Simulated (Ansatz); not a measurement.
**CdTe: how the settings move a single-point run**

How sensitive is a single-point run of CdTe to its settings? A reference run comes first, then one run with altered input.

Method: reference: DFT, PBEsol, all-electron PAW with datasets made for the crystal, scalar-relativistic, in Ansatz 0.2.0.

## 1. The starting structure

The structure is cubic, space group F-43m (No. 216). Conventional cell: a = 6.564 Å, b = 6.564 Å, c = 6.564 Å, α = 90.00°, β = 90.00°, γ = 90.00°. Cd (site symmetry -43m) has 4 Te at 2.84 Å as nearest neighbours. Te (site symmetry -43m) has 4 Cd at 2.84 Å as nearest neighbours.

Coordinates:

```cif
data_structure
_symmetry_space_group_name_H-M 'P 1'
_symmetry_Int_Tables_number 1
_cell_length_a 4.6416
_cell_length_b 4.6416
_cell_length_c 4.6416
_cell_angle_alpha 60.000
_cell_angle_beta 60.000
_cell_angle_gamma 60.000
_cell_volume 70.71
loop_
_atom_site_label
_atom_site_type_symbol
_atom_site_fract_x
_atom_site_fract_y
_atom_site_fract_z
_atom_site_occupancy
Cd1 Cd 0.00000 0.00000 0.00000 1
Te1 Te 0.75000 0.75000 0.75000 1
```

## 2. Reference

The input, input.yaml:

```yaml
crystal:
  lattice:
    - [0.0, 3.2821135562, 3.2821135562]
    - [3.2821135562, 0.0, 3.2821135562]
    - [3.2821135562, 3.2821135562, 0.0]
  atoms:
    - { symbol: Cd, position: [0.0, 0.0, 0.0] }
    - { symbol: Te, position: [0.75, 0.75, 0.75] }
kpoints:
  mp_grid: { grid: [7, 7, 7] }
scf:
  occupations: { method: fermi_dirac, width: 0.01 }
hamiltonian:
  xc: pbesol
  pseudopotentials: { kind: all_electron, datasets: crystal, nuclear_model: point }
output:
  forces: true
  stress: true
  eigenvalues: true
  efg: { contact_densities: true }
```

Launch:

```bash
$ ansatz run input.yaml --threads 1 --pin off --max-ram 2048MiB --backend cpu --events-out ev --progress --plain --runs-dir out
```

## 3. A further run, with the input changed

Changes to input.yaml since step 2:

```diff
@@ -12,2 +12,3 @@
   occupations: { method: fermi_dirac, width: 0.01 }
+  algorithm: density_mixing
 hamiltonian:
@@ -20 +21,2 @@
   efg: { contact_densities: true }
+accuracy: high
```

(Steps that only read results are left out.)

What does the calculation give? Wanted: for each run, ending; energy change.

The runs gave:

```tsv
run	ending	energy change	cycles	time
reference	converged	-	8	5.7 s
1: scf.algorithm density_mixing, accuracy high	refused	-	-	0.03 s
```

Residual by cycle in the longest SCF loop of each run; runs are numbered as in the table. The quantity is the density residual dr2, in eV.

```tsv
cycle	reference
1	0.733
2	0.0499
3	0.00989
4	8.3e-4
5	4.0e-5
6	5.2e-6
7	9.9e-8
8	1.6e-9
```

With the changed solver and accuracy level the run ends refused. The gap of the reference lacks spin-orbit coupling, though the cell holds Te. 1 of the 1 altered inputs did not end normally.

These are semilocal Kohn-Sham gaps, which aren't the measured quantity. Such gaps usually fall short of the measured ones; spin-orbit coupling, left out here, narrows gaps with Te, so the two errors partly cancel.
